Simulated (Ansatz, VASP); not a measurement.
One calculation of BN, two programs

Contents of INCAR:

```
  PREC = Accurate
  ENCUT = 520
  EDIFF = 1E-6
  ISMEAR = 0
  SIGMA = 0.05
  LREAL = False
  LASPH = True
  NELM = 80
  ALGO = Normal
  ISIF = 2
  LWAVE = False
  LCHARG = True
  GGA = PE
  LELF = True
  LVHAR = True
  NBANDS = 11
```

Contents of KPOINTS:

```
Automatic mesh
0
Gamma
  12 12 12
```

Contents of POSCAR:

```
BN
1.0
   -0.0679647668      1.8441106719      1.8123937807
    1.8123937807     -0.0679647668      1.8123937807
    1.7444290139      1.7761459051      0.0000000000
B N
1 1
Direct
    0.0000000000      0.0000000000      0.0000000000
    0.7500000000      0.7500000000      0.7500000000
```

Input for Ansatz:

```yaml
crystal:
  lattice:
    - [-0.0679647668, 1.8441106719, 1.8123937807]
    - [1.8123937807, -0.0679647668, 1.8123937807]
    - [1.7444290139, 1.7761459051, 0.0]
  atoms:
    - { symbol: B, position: [0.0, 0.0, 0.0] }
    - { symbol: "N", position: [0.75, 0.75, 0.75] }
basis:
  ecutwfc: 520.0
kpoints:
  mp_grid: { grid: [12, 12, 12] }
hamiltonian:
  xc: pbe
scf:
  occupations: { method: gaussian, width: 0.05 }
output:
  forces: true
  stress: true
  eigenvalues: true
  write_density: true
  write_potential: true
  elf: true
  volumetric_format: npy
```

Change from the starting cell: engineering shear strain xz -0.0750, normal strain along z +0.0175.

Alike in both runs: task single point; functional PBE; k mesh 12 × 12 × 12; occupations gaussian, width 0.05 eV; no spin polarisation.

```csv
,VASP,Ansatz
version,VASP 6.6.1,Ansatz 0.2.0
potentials or method,"VASP PAW PBE potentials, release 64 (B, N)","scalar-relativistic, plane waves, PAW"
plane-wave cutoff (eV),520,520
valence electrons in the cell,8,8
```

```csv
,VASP,Ansatz,Ansatz less VASP
gap on the k mesh at the Fermi level (eV),3.90,3.91,+0.010
least direct gap on the mesh (eV),7.59,7.58,-0.001
pressure (GPa),-3.7,-3.8,-0.18
largest component of the traceless stress (GPa),31.49,31.29,-0.201
rms of the force components (eV/Å),0.035,0.028,-0.0064
```

Atom by atom the forces differ by 0.006 eV/Å (rms over components).

A k mesh can miss the band edges.
